**Hand rules for L1 and L3 edges, Ni to Nd**

The table holds L1 and L3 edges of 29 elements from Dirac-Fock ΔSCF with Breit and QED terms and no correlation, for the free atom and for the hole plus one screening electron, beside measured edges. The program tests three rules: a screened hydrogenic edge with $\sigma=c\sqrt Z$, a screening shift $k\,I(Z+1)$ with rough recalled ionisation energies, and a constant offset from free-atom to measured edge. The first reproduces the free-atom edges to 0.8 % (L3) and 1.0 % (L1) rms, better than a Moseley line. The second gives $k=0.89$ and 0.6 eV rms on 16 s- and p-screened rows but 3.2 eV on the d-screened rows, Sr and Ba. For the 27 solids, subtracting 9 eV (L3) or 14 eV (L1) matches the measured edges to about 2.7 eV rms, as well as the screened column for L3 and better for L1. Cu and Sn are worked step by step.

Calculated values. L1 and L3 edges of neutral atoms from Radial Dirac-Fock and Kohn-Sham solver 2: average-of-configuration Dirac-Fock ΔSCF, finite nucleus, Breit and QED terms, no correlation. Free-atom edges count from the vacuum level; screened holes add one electron to model a Fermi-level edge. Measured edges are of the element in its standard state, from its Fermi or vacuum level.

## The fit in Python

```python
# Table: L1 and L3 edges (eV), radial Dirac-Fock Delta-SCF with Breit and QED terms, free atom and
# hole plus one screening electron, with measured edges. Tested: (1) screened hydrogenic edge with
# sigma = c*sqrt(Z), (2) screening shift = k*IE(Z+1), (3) measured = free atom minus a constant.
T = {
    'ion': ['Ni', 'Cu', 'Zn', 'Ga', 'Ge', 'Kr', 'Rb', 'Sr', 'Zr', 'Nb', 'Mo', 'Tc', 'Ru', 'Rh', 'Pd', 'Ag', 'Cd', 'In', 'Sn', 'Sb', 'Te', 'I', 'Xe', 'Cs', 'Ba', 'La', 'Ce', 'Pr', 'Nd'],
    'Z': [28, 29, 30, 31, 32, 36, 37, 38, 40, 41, 42, 43, 44, 45, 46, 47, 48, 49, 50, 51, 52, 53, 54, 55, 56, 57, 58, 59, 60],
    'configuration': ['[Ar] 3d8 4s2', '[Ar] 3d10 4s1', '[Ar] 3d10 4s2', '[Ar] 3d10 4s2 4p1', '[Ar] 3d10 4s2 4p2', '[Ar] 3d10 4s2 4p6', '[Kr] 5s1', '[Kr] 5s2', '[Kr] 4d2 5s2', '[Kr] 4d4 5s1', '[Kr] 4d5 5s1', '[Kr] 4d5 5s2', '[Kr] 4d7 5s1', '[Kr] 4d8 5s1', '[Kr] 4d10', '[Kr] 4d10 5s1', '[Kr] 4d10 5s2', '[Kr] 4d10 5s2 5p1', '[Kr] 4d10 5s2 5p2', '[Kr] 4d10 5s2 5p3', '[Kr] 4d10 5s2 5p4', '[Kr] 4d10 5s2 5p5', '[Kr] 4d10 5s2 5p6', '[Xe] 6s1', '[Xe] 6s2', '[Xe] 5d1 6s2', '[Xe] 4f1 5d1 6s2', '[Xe] 4f3 6s2', '[Xe] 4f4 6s2'],
    'screening_orbital': ['3d', '4s', '4p', '4p', '4p', '5s', '5s', '5p', '4d', '4d', '4d', '4d', '4d', '4d', '5s', '5s', '5p', '5p', '5p', '5p', '5p', '5p', '6s', '6s', '6p', '5d', '5d', '5d', '5d'],
    'edge_free_atom_L1': [1027.0, 1106.3, 1206.3, 1313.7, 1426.3, 1930.7, 2077.7, 2230.8, 2546.8, 2708.8, 2879.9, 3061.2, 3238.8, 3426.9, 3615.7, 3820.4, 4032.3, 4252.6, 4479.7, 4713.8, 4955.0, 5203.3, 5458.9, 5727.5, 6003.8, 6285.1, 6564.8, 6843.1, 7136.7],  # eV
    'edge_screened_L1': [1011.7, 1098.8, 1200.9, 1306.8, 1418.0, 1927.0, 2073.0, 2226.6, 2538.6, 2702.3, 2872.4, 3049.3, 3229.4, 3416.5, 3609.6, 3813.3, 4027.2, 4246.2, 4472.1, 4704.9, 4944.8, 5191.7, 5455.4, 5723.2, 6000.0, 6278.2, 6557.9, 6837.4, 7131.0],  # eV
    'measured_edge_L1': [1008.6, 1096.7, 1196.2, 1299.0, 1414.6, 1921.0, 2065.0, 2216.0, 2532.0, 2698.0, 2866.0, 3043.0, 3224.0, 3412.0, 3604.0, 3806.0, 4018.0, 4238.0, 4465.0, 4698.0, 4939.0, 5188.0, 5453.0, 5714.0, 5989.0, 6266.0, 6548.0, 6835.0, 7126.0],  # eV
    'edge_free_atom_L3': [869.1, 938.8, 1028.5, 1125.0, 1226.3, 1679.3, 1811.7, 1949.5, 2232.6, 2376.8, 2529.2, 2690.6, 2847.6, 3013.7, 3179.5, 3359.9, 3546.0, 3739.2, 3937.9, 4142.0, 4351.6, 4566.6, 4787.1, 5018.8, 5256.3, 5496.8, 5733.6, 5967.1, 6213.3],  # eV
    'edge_screened_L3': [853.9, 931.3, 1023.0, 1118.1, 1218.0, 1675.6, 1807.0, 1945.4, 2224.4, 2370.3, 2521.7, 2678.8, 2838.2, 3003.4, 3173.4, 3352.7, 3540.9, 3732.9, 3930.3, 4133.1, 4341.4, 4555.0, 4783.7, 5014.6, 5252.5, 5489.9, 5726.8, 5961.3, 6207.6],  # eV
    'measured_edge_L3': [852.7, 932.7, 1021.8, 1116.4, 1217.0, 1678.4, 1804.0, 1940.0, 2223.0, 2371.0, 2520.0, 2677.0, 2838.0, 3004.0, 3173.0, 3351.0, 3538.0, 3730.0, 3929.0, 4132.0, 4341.0, 4557.0, 4786.0, 5012.0, 5247.0, 5483.0, 5723.0, 5964.0, 6208.0],  # eV
    'edge_screened_L3_vs_measured_edge_L3': [1.2, -1.42, 1.2, 1.7, 1.0, -2.8, 3.0, 5.4, 1.4, -0.7, 1.7, 1.8, 0.2, -0.6, 0.4, 1.7, 2.9, 2.9, 1.3, 1.1, 0.4, -2.0, -2.3, 2.6, 5.5, 6.9, 3.8, -2.7, -0.4],  # eV
    'edge_free_atom_L3_vs_measured_edge_L3': [16.37, 6.12, 6.7, 8.6, 9.3, 0.9, 7.7, 9.5, 9.6, 5.8, 9.2, 13.6, 9.6, 9.7, 6.5, 8.9, 8.0, 9.2, 8.9, 10.0, 10.6, 9.6, 1.1, 6.8, 9.3, 13.8, 10.6, 3.1, 5.3],  # eV
}
import numpy as np
from scipy.constants import physical_constants as pc, alpha
from scipy.optimize import minimize_scalar
Ry = pc['Rydberg constant times hc in eV'][0]
ion = list(T['ion']); orb = list(T['screening_orbital']); Z = np.array(T['Z'], float)
F = {e: np.array(T['edge_free_atom_' + e], float) for e in ('L1', 'L3')}
S = {e: np.array(T['edge_screened_' + e], float) for e in ('L1', 'L3')}
M = {e: np.array(T['measured_edge_' + e], float) for e in ('L1', 'L3')}
# rough recalled first ionisation energies (eV, two figures) of the NEXT element, Z+1
IEd = dict(Ni=7.7, Cu=9.4, Zn=6.0, Ga=7.9, Ge=9.8, Kr=4.2, Rb=5.7, Sr=6.2, Zr=6.8, Nb=7.1, Mo=7.1, Tc=7.4,
           Ru=7.5, Rh=8.3, Pd=7.6, Ag=9.0, Cd=5.8, In=7.3, Sn=8.6, Sb=9.0, Te=10, I=12, Xe=3.9, Cs=5.2,
           Ba=5.6, La=5.5, Ce=5.5, Pr=5.5, Nd=5.6)
IE = np.array([IEd[x] for x in ion], float)
rms = lambda x: float(np.sqrt(np.mean(x**2)))
sel = lambda names: np.array([x in names.split() for x in ion])
def worst(x, m=None):
    i = int(np.argmax(np.abs(x) * (1 if m is None else m))); return f"{ion[i]} {x[i]:+.1f}"
g = {'L1': 5/16, 'L3': 1/16}
rel = {e: 1 + g[e] * (alpha * (Z - 3.5))**2 for e in g}
rule = lambda e, c: Ry / 4 * (Z - c * np.sqrt(Z))**2 * rel[e]
sig = {e: Z - np.sqrt(4 * F[e] / (Ry * rel[e])) for e in g}
c = {e: round(float(minimize_scalar(lambda x: rms(rule(e, x) / F[e] - 1), bounds=(1, 3), method='bounded').x), 2) for e in g}
pct = {e: 100 * (rule(e, c[e]) / F[e] - 1) for e in g}
p = {e: np.polyfit(np.log(Z), np.log(sig[e]), 1)[0] for e in g}
sh = F['L3'] - S['L3']; sh1 = F['L1'] - S['L1']
fit = np.array([o[1] != 'd' for o in orb]) & ~sel('Sr Ba')  # screened state = ground state of Z+1 atom
k = round(float(sh[fit] @ IE[fit] / (IE[fit] @ IE[fit])), 2); r2 = k * IE - sh
solid = ~sel('Kr Xe')  # gases are referred to the vacuum level
print("atom orb sigmaL3 | rule1 err % L3 L1 | shift IE(Z+1) ratio rule2 err eV (* not fitted)")
for i, x in enumerate(ion):
    print(f"{x:2s} {orb[i]} {sig['L3'][i]:5.2f} | {pct['L3'][i]:+4.1f} {pct['L1'][i]:+4.1f} | {sh[i]:4.1f} {IE[i]:4.1f} {sh[i]/IE[i]:4.2f} {r2[i]:+4.1f}{'' if fit[i] else ' *'}")
mos = {}
for e in ('L3', 'L1'):
    d = rule(e, c[e]) - F[e]; a = np.polyfit(Z, np.sqrt(F[e]), 1); mos[e] = 100 * (np.polyval(a, Z)**2 / F[e] - 1)
    print(f"rule1 {e}: c={c[e]:.2f}, rms {rms(pct[e]):.2f} % = {rms(d):.0f} eV, worst {worst(pct[e])} %, {worst(d)} eV; free exponent {p[e]:.2f}")
print(f"Moseley line (2 constants): L3 rms {rms(mos['L3']):.2f} %, worst {worst(mos['L3'])} %; L1 rms {rms(mos['L1']):.2f} %, worst {worst(mos['L1'])} %")
print(f"shift range {sh.min():.1f}-{sh.max():.1f} eV; largest L1-L3 mismatch {np.abs(sh1 - sh).max():.1f} eV (rounding allows 0.2)")
print(f"rule2: k={k:.2f}, {fit.sum()} rows, rms {rms(r2[fit]):.2f} eV, worst {worst(r2, fit)}; spread of shift about its mean {sh[fit].std():.2f} eV")
print(f"rule2 on {(~fit).sum()} unfitted rows: rms {rms(r2[~fit]):.2f} eV, worst {worst(r2, ~fit)} eV")
def line(n):
    m = sel(n); a = np.polyfit(Z[m], sh[m], 1); return a[0], np.abs(np.polyval(a, Z[m]) - sh[m]).max()
print("shift slope eV/electron (max misfit): 4p Zn-Ge %.2f (%.2f); 5p Cd-I %.2f (%.2f)" % (line('Zn Ga Ge') + line('Cd In Sn Sb Te I')))
ix = ion.index
print("4d s1 atoms Nb-Rh %.2f (%.2f); 4d s2 atoms Zr,Tc %.2f; Tc less Mo %.1f eV" % (line('Nb Mo Ru Rh') + (line('Zr Tc')[0], sh[ix('Tc')] - sh[ix('Mo')])))
off = {}
for e in ('L3', 'L1'):
    f = F[e] - M[e]; s = S[e] - M[e]; off[e] = round(float(f[solid].mean())); h = f - k * IE
    print(f"{e} vs measured, {solid.sum()} solids, rms eV: free-{off[e]}: {rms((f - off[e])[solid]):.1f} (worst {worst(f - off[e], solid)}); "
          f"screened {rms(s[solid]):.1f} (mean {s[solid].mean():+.1f}, worst {worst(s, solid)}); free-k*IE {rms(h[solid]):.1f}")
m = sel('Cd In Sn Sb Te I'); f3 = F['L3'] - M['L3']; s3 = S['L3'] - M['L3']
print(f"Cd-I L3 rms: free-{off['L3']}: {rms(f3[m] - off['L3']):.1f}, screened {rms(s3[m]):.1f} eV; gases, free L3 error Kr {f3[ix('Kr')]:+.1f}, Xe {f3[ix('Xe')]:+.1f} eV")
ex = (F['L1'] - M['L1']) - f3; hi = Z >= 37; lo = Z <= 32
print(f"L1 error less L3 error: Rb-Nd {ex[hi].min():.1f}-{ex[hi].max():.1f} (mean {ex[hi].mean():.1f}), Ni-Ge {ex[lo].min():.1f}-{ex[lo].max():.1f}, Kr {ex[ix('Kr')]:.1f} eV; whole-eV references round by 0.5")
for x in ('Cu', 'Sn'):
    i = ix(x); sg = c['L3'] * np.sqrt(Z[i])
    print(f"{x} L3: sigma {sg:.2f}, Z-sigma {Z[i]-sg:.2f}, factor {rel['L3'][i]:.4f}, rule1 {rule('L3', c['L3'])[i]:.0f} (table {F['L3'][i]:.1f}); "
          f"k*IE {k*IE[i]:.1f} -> {F['L3'][i]-k*IE[i]:.1f} (screened {S['L3'][i]:.1f}); free-{off['L3']} = {F['L3'][i]-off['L3']:.1f} (measured {M['L3'][i]:.1f}) eV")
assert np.abs(sh1 - sh).max() < 0.25
assert all((F[e] > M[e]).all() and (F[e] > S[e]).all() for e in g)
assert all(1/3 < p[e] < 1 for e in g)
assert 0.7 < k < 1.0
```

Printed output:

```
atom orb sigmaL3 | rule1 err % L3 L1 | shift IE(Z+1) ratio rule2 err eV (* not fitted)
Ni 3d 12.03 | -0.4 -1.0 | 15.2  7.7 1.97 -8.3 *
Cu 4s 12.40 | +1.5 +0.9 |  7.5  9.4 0.80 +0.9
Zn 4p 12.63 | +1.7 +1.1 |  5.5  6.0 0.92 -0.2
Ga 4p 12.84 | +1.6 +1.1 |  6.9  7.9 0.87 +0.1
Ge 4p 13.04 | +1.5 +1.2 |  8.3  9.8 0.85 +0.4
Kr 5s 13.82 | +1.3 +1.2 |  3.7  4.2 0.88 +0.0
Rb 5s 13.96 | +0.8 +0.8 |  4.7  5.7 0.82 +0.4
Sr 5p 14.11 | +0.4 +0.5 |  4.1  6.2 0.66 +1.4 *
Zr 4d 14.44 | +0.1 +0.2 |  8.2  6.8 1.21 -2.1 *
Nb 4d 14.63 | +0.2 +0.3 |  6.5  7.1 0.92 -0.2 *
Mo 4d 14.80 | +0.2 +0.2 |  7.5  7.1 1.06 -1.2 *
Tc 4d 14.95 | -0.0 +0.0 | 11.8  7.4 1.59 -5.2 *
Ru 4d 15.14 | +0.1 +0.2 |  9.4  7.5 1.25 -2.7 *
Rh 4d 15.32 | +0.2 +0.1 | 10.3  8.3 1.24 -2.9 *
Pd 5s 15.52 | +0.4 +0.2 |  6.1  7.6 0.80 +0.7
Ag 5s 15.67 | +0.2 +0.1 |  7.2  9.0 0.80 +0.8
Cd 5p 15.82 | +0.1 -0.1 |  5.1  5.8 0.88 +0.1
In 5p 15.96 | -0.0 -0.3 |  6.3  7.3 0.86 +0.2
Sn 5p 16.10 | -0.2 -0.4 |  7.6  8.6 0.88 +0.1
Sb 5p 16.23 | -0.3 -0.6 |  8.9  9.0 0.99 -0.9
Te 5p 16.37 | -0.4 -0.8 | 10.2 10.0 1.02 -1.3
I  5p 16.51 | -0.5 -1.0 | 11.6 12.0 0.97 -0.9
Xe 6s 16.64 | -0.6 -1.2 |  3.4  3.9 0.87 +0.1
Cs 6s 16.76 | -0.8 -1.4 |  4.2  5.2 0.81 +0.4
Ba 6p 16.87 | -1.0 -1.7 |  3.8  5.6 0.68 +1.2 *
La 5d 16.99 | -1.1 -1.9 |  6.9  5.5 1.25 -2.0 *
Ce 5d 17.14 | -1.1 -2.0 |  6.8  5.5 1.24 -1.9 *
Pr 5d 17.33 | -0.9 -1.9 |  5.8  5.5 1.05 -0.9 *
Nd 5d 17.49 | -0.8 -1.9 |  5.7  5.6 1.02 -0.7 *
rule1 L3: c=2.28, rms 0.81 % = 27 eV, worst Zn +1.7 %, Ce -61.3 eV; free exponent 0.47
rule1 L1: c=2.04, rms 1.04 % = 57 eV, worst Ce -2.0 %, Nd -139.1 eV; free exponent 0.46
Moseley line (2 constants): L3 rms 1.27 %, worst Ni -5.0 %; L1 rms 1.89 %, worst Ni -6.5 %
shift range 3.4-15.2 eV; largest L1-L3 mismatch 0.1 eV (rounding allows 0.2)
rule2: k=0.89, 16 rows, rms 0.60 eV, worst Te -1.3; spread of shift about its mean 2.24 eV
rule2 on 13 unfitted rows: rms 3.18 eV, worst Ni -8.3 eV
shift slope eV/electron (max misfit): 4p Zn-Ge 1.40 (0.00); 5p Cd-I 1.30 (0.07)
4d s1 atoms Nb-Rh 0.95 (0.03); 4d s2 atoms Zr,Tc 1.20; Tc less Mo 4.3 eV
L3 vs measured, 27 solids, rms eV: free-9: 2.7 (worst Ni +7.4); screened 2.6 (mean +1.5, worst La +6.9); free-k*IE 3.7
L1 vs measured, 27 solids, rms eV: free-14: 2.6 (worst Pr -5.9); screened 7.1 (mean +6.5, worst La +12.2); free-k*IE 8.0
Cd-I L3 rms: free-9: 0.9, screened 2.0 eV; gases, free L3 error Kr +0.9, Xe +1.1 eV
L1 error less L3 error: Rb-Nd 4.6-6.7 (mean 5.4), Ni-Ge 2.0-6.1, Kr 8.8 eV; whole-eV references round by 0.5
Cu L3: sigma 12.28, Z-sigma 16.72, factor 1.0022, rule1 953 (table 938.8); k*IE 8.4 -> 930.4 (screened 931.3); free-9 = 929.8 (measured 932.7) eV
Sn L3: sigma 16.12, Z-sigma 33.88, factor 1.0072, rule1 3932 (table 3937.9); k*IE 7.7 -> 3930.2 (screened 3930.3); free-9 = 3928.9 (measured 3929.0) eV
```
